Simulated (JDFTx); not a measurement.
ZrB2: single point with PBEsol

Crystal: ZrB2.

```xyz
3
Lattice="3.1700 0.0000 0.0000 -1.5850 2.7453 0.0000 0.0000 0.0000 3.5330" Properties=species:S:1:pos:R:3 pbc="T T T"
Zr    0.0000    0.0000    0.0000
B     1.5850    0.9151    1.7665
B     0.0000    1.8302    1.7665
```

```json
{"Program": "JDFTx 1.7.0 (patched build)", "Task": "single point", "Functional": "PBEsol", "Potentials or basis": "PseudoDojo-SR-PBEsol-0.4.1-standard with smoothed tails", "Cutoff": "1034 eV", "Density cutoff": "8272 eV", "k mesh": "10 × 10 × 8", "Occupations": "fermi-dirac, width 0.05 eV", "Spin": "no spin polarisation", "Local potential set to -Z/r beyond": "6 bohr", "Bands": "15", "Density cutoff over wavefunction cutoff": "8", "Max SCF steps": "100", "SCF threshold on the energy": "1e-09 Ha", "Solver of the electrons": "scf", "Further solve for the empty bands": "yes"}
```

```json
{
 "Pressure": "-3.7 GPa",
 "Band gap on the k mesh": "none (metal or under the smearing width)",
 "Loewdin charges": "Zr +0.71; B -0.34 e"
}
```

Stress tensor (GPa, compression positive):
```
-3.68  0.00  0.00
 0.00 -3.68  0.00
 0.00  0.00 -3.86
```

Levels at points of the mesh, in eV from the Fermi level:
```tsv
k point	band 5	band 6	band 7	band 8	band 9	band 10	band 11	band 12
(0.00, 0.00, 0.00)	-12.61	-2.53	-2.53	-2.52	-2.22	3.49	3.49	4.29
(0.00, 0.00, 0.50)	-10.55	-6.88	-0.83	-0.83	0.41	0.41	0.86	0.86
(0.00, 0.50, 0.00)	-8.86	-8.36	-3.80	-2.94	-2.61	2.37	2.39	5.03
(0.00, 0.50, 0.50)	-9.80	-6.86	-4.51	-4.05	-1.89	3.83	4.22	5.41
```

It took 2.3 min on 1 thread of AMD EPYC 7R43 64-Core Processor (Zen 3) (shared host), peak memory 0.15 GiB.

Caveat: the empty levels aren't tightly converged.
